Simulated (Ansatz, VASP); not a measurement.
Two plane-wave programs on Al5As

```
Al As
1.0
     0.00000    3.51699    3.51699
     3.51699    0.00000    3.51699
     3.51699    3.51699    0.00000
Al As
5 1
Direct
  0.37500 0.37500 0.87500
  0.37500 0.87500 0.37500
  0.87500 0.37500 0.37500
  0.37500 0.37500 0.37500
  0.75000 0.75000 0.75000
  0.00000 0.00000 0.00000
```

Change from the starting cell: species swapped into the TmCu5 type (F-43m, No. 216).

Alike in both runs: task single point; functional PBE; k mesh 4 × 4 × 4; occupations gaussian, width 0.1 eV; no spin polarisation.

```csv
,VASP,Ansatz
version,VASP 6.6.1,Ansatz 0.2.0
potentials or method,"VASP PAW PBE potentials, release 64 (Al, As)","scalar-relativistic, plane waves, PAW"
plane-wave cutoff (eV),520,420
valence electrons in the cell,20,30
```

|  | VASP | Ansatz | Ansatz less VASP |
| --- | --- | --- | --- |
| gap on the k mesh at the Fermi level (eV) | none | none | - |
| pressure (GPa) | 21.2 | 21.2 | -0.05 |
| rms of the force components (eV/Å) | 0.214 | 0.215 | +0.0003 |

A gap of «none» marks a metal or a gap that the smearing closes. With one functional, cell and mesh, what is left measures potentials, basis and numerics. The two sets of potentials don't hold the same shells in valence.

Caveats: the k mesh is coarse (spacing up to 0.39 Å⁻¹), so the values aren't converged; so large a pressure means that the cell lies far from this level's equilibrium, or that cutoff or potentials fall short (VASP).
